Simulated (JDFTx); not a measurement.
GaN:

```
Ga N
1.0
     0.00000    2.25350    2.25350
     2.25350    0.00000    2.25350
     2.25350    2.25350    0.00000
Ga N
1 1
Cartesian
  0.0000 0.0000 0.0000
  1.1268 1.1268 1.1268
```

The cell is a database's computed one.

Base run:

- Program: JDFTx 1.7.0 (patched build)
- Functional: TASK
- Potentials or basis: SG15-PBE-1.2
- Cutoff: 1088 eV
- Density cutoff: 8708 eV
- k mesh: 10 × 10 × 10
- Occupations: fermi-dirac, width 0.05 eV
- Spin: no spin polarisation

Its results: band gap on the k mesh 2.21 eV, direct; pressure 1.4 GPa.

Task: The run is repeated on the same cell with these changes: functional from TASK to SCAN. What comes out?

Result: Band gap on the k mesh 1.78 eV, direct; pressure -3.5 GPa.

Caveats: the potentials were made for another functional, which shifts forces and pressure.

